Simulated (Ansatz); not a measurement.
# CdTe: pressure up to the limit of the methods

An exercise on one series of results from a longer session: the logs are not shown, and one member is left open.

Method: DFT PBE, with the methods named in each step, in Ansatz 0.2.0.

### The system as given

It takes space group Pm-3m (No. 221, cubic). The conventional cell has a = 3.347 Å, b = 3.347 Å, c = 3.347 Å, α = 90.00°, β = 90.00°, γ = 90.00°. Cd (site symmetry m-3m) is surrounded by 8 Te at 2.90 Å. Around Te (site symmetry m-3m) lie 8 Cd at 2.90 Å.

Structure file:

```
Cd Te
1.0
     3.34650    0.00000    0.00000
     0.00000    3.34650    0.00000
     0.00000    0.00000    3.34650
Cd Te
1 1
Direct
  0.00000 0.00000 0.00000
  0.50000 0.50000 0.50000
```

Whether this phase is the stable one at these pressures isn't tested.

Atoms are numbered in the order of the input: Cd1, Te2.

Set-up of the first run:

Input file input.yaml:

```yaml
crystal:
  lattice:
    - [3.3465029723, 0.0, 0.0]
    - [0.0, 3.3465029723, 0.0]
    - [0.0, 0.0, 3.3465029723]
  atoms:
    - { symbol: Cd, position: [0.0, 0.0, 0.0] }
    - { symbol: Te, position: [0.5, 0.5, 0.5] }
kpoints:
  mp_grid: { grid: [11, 11, 11] }
scf:
  occupations: { method: fermi_dirac, width: 0.05 }
hamiltonian:
  xc: pbe
  pseudopotentials: { kind: paw }
output:
  forces: true
  stress: true
relax:
  f_tol: 0.005
  max_steps: 40
  cell: {}
```

Run with:

```
> ansatz run input.yaml --threads 1 --pin off --max-ram 2048MiB --backend cpu --events-out ev --progress --plain --runs-dir out
```

Steps of the session up to this table: Cell relaxed at zero pressure, PAW; Volume scaled by 1, PAW; Volume scaled by 0.94, PAW; Volume scaled by 0.88, PAW; Volume scaled by 0.8, PAW; Volume scaled by 0.72, PAW; Volume scaled by 0.64, PAW; Volume scaled by 0.55, PAW; Volume scaled by 0.55, PAW (level accurate).

One table of the session follows, with a row left open; its other results are not shown here.

```
              method  volume over the first  volume (Å³/atom)  pressure (GPa)
                 PAW                      1                 ?               ?
                 PAW                   0.94            25.500            3.28
                 PAW                   0.88            23.872            7.94
                 PAW                    0.8            21.702           17.57
                 PAW                   0.72            19.532           33.28
                 PAW                   0.64            17.361           60.77
                 PAW                   0.55            14.920          118.70
PAW (level accurate)                   0.55            14.920          118.73
```

**Question.** Estimate the row for PAW, 1.

**Answer.** volume (Å³/atom): 27.127; pressure (GPa): 0.02. In the column «volume (Å³/atom)» it is the highest.
